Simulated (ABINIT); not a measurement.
The system is BP.

```
P B
1.0
     0.00000    2.26900    2.26900
     2.26900    0.00000    2.26900
     2.26900    2.26900    0.00000
P B
1 1
Direct
  0.75000 0.75000 0.75000
  0.00000 0.00000 0.00000
```

Base run:

```yaml
Program: ABINIT 10.8.3 (patched build)
Functional: r2SCAN
Potentials_or_basis: JTH PAW PBE v2.0
Cutoff: 653 eV
k_mesh: 10 × 10 × 10
Occupations: fermi-dirac, width 0.05 eV
Spin: no spin polarisation
```

Its results: band gap on the k mesh 1.45 eV, indirect (least direct gap 3.62 eV); pressure -0.4 GPa.

Question: After a change of settings the same cell gave: band gap on the k mesh 1.25 eV, indirect (least direct gap 3.39 eV); pressure 3.1 GPa. Which change was it?
A. functional from r2SCAN to BLYP
B. functional from r2SCAN to revPBE
C. functional from r2SCAN to PBEsol
D. functional from r2SCAN to AM05

Answer: B.

r2SCAN gives the wider gap, since meta-GGAs in the generalised Kohn-Sham scheme recover part of the derivative discontinuity.

Caveats: the PAW data sets were made with another functional, which shifts forces and pressure a little.

Runs at the PBE level aren't shown here.
